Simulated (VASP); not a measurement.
Wanted: the native input for a VASP 6.6.1 run.

* Task: single point
* Functional: LDA
* Potentials or basis: VASP PAW LDA potentials, release 64 (In_d, P)
* Cutoff: 520 eV
* k mesh: 10 × 10 × 10
* Occupations: gaussian, width 0.02 eV
* Spin: no spin polarisation
* Dipole correction: no
* Further INCAR settings: ALGO = Normal; EDIFF = 1e-06; NBANDS = 16

The structure of InP lies in POSCAR:

```
InP
1.0
    0.0000000000      2.9135471699      2.9135471699
    2.9135471699      0.0000000000      2.9135471699
    2.9135471699      2.9135471699      0.0000000000
In P
1 1
Direct
    0.0000000000      0.0000000000      0.0000000000
    0.7500000000      0.7500000000      0.7500000000
```

These files were run (other wordings do the same):

INCAR

```
SYSTEM = InP
PREC = Accurate ; ENCUT = 520
EDIFF = 1E-6 ; ISMEAR = 0
SIGMA = 0.02 ; LREAL = .False.
LASPH = .True. ; NELM = 100
ALGO = Normal ; ISIF = 2
LWAVE = .False. ; LCHARG = .True.
LELF = .True. ; LVHAR = .True.
NBANDS = 16
```

KPOINTS

```
Automatic mesh
0
Gamma
  10 10 10
  0 0 0
```

Potentials or basis: VASP PAW LDA potentials, release 64 (In_d, P).

The run is started by

```bash
$ cat potpaw_LDA.64/In_d/POTCAR potpaw_LDA.64/P/POTCAR > POTCAR
$ mpirun -np 1 vasp_std > vasp.out
```

Results of the run:

```yaml
Pressure: 0.0 GPa
Band_gap_on_the_k_mesh: 0.61 eV, direct
```

Caveat: spin-orbit coupling is left out, which moves the levels of the heavy elements.

Run time: 20 s on 1 thread of AMD EPYC 9R14 (Zen 4), with other jobs on the host, peak memory 0.14 GiB.
